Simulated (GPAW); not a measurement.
Runs of GPAW 26.7.0 on BP. The structure is cubic, space group F-43m (No. 216). Conventional cell: a = 4.538 Å, b = 4.538 Å, c = 4.538 Å, α = 90.00°, β = 90.00°, γ = 90.00°. P (site symmetry -43m) is surrounded by 4 B at 1.97 Å. B (site symmetry -43m) is surrounded by 4 P at 1.97 Å. 

```csv
task,level,potentials or basis,k mesh,cutoff (eV),maxiter,mesh quality,gap on the mesh (eV),V0 of scaled cells (Å³/atom),B0 (GPa)
equation of state,AM05,"PAW data sets generated in the run's folder for this functional, pw",10 × 10 × 10,800,150,not flagged,-,11.55,169
single point,PBE0-1/3,"GPAW PAW data sets (gpaw-data 1.2.1), pw",5 × 5 × 5,600,60,coarse,3.20,-,-
single point,YS-PBE0,"GPAW PAW data sets (gpaw-data 1.2.1), pw",5 × 5 × 5,600,60,coarse,(b),-,-
equation of state,RPBE,"the program's PAW data sets (release 1.2.1) made for this functional, pw",10 × 10 × 10,800,150,not flagged,-,12.00,155
equation of state,BEEF-vdW,"GPAW PAW data sets (gpaw-data 1.2.1), pw",10 × 10 × 10,800,150,not flagged,-,11.81,(a)
```

Alike in all rows: no spin polarisation; cell as given; smearing fermi-dirac 0.05 eV.

**Question.** Estimate the missing entries.

**Answer.** (a) 160; (b) 2.32.

Caveats: some runs use coarse meshes; the PAW data sets were made with another functional, which shifts forces and pressure a little (some runs); an odd mesh through Γ misses points on the zone boundary, where band edges often lie (some runs).

Runs at the PBE level aren't shown here.
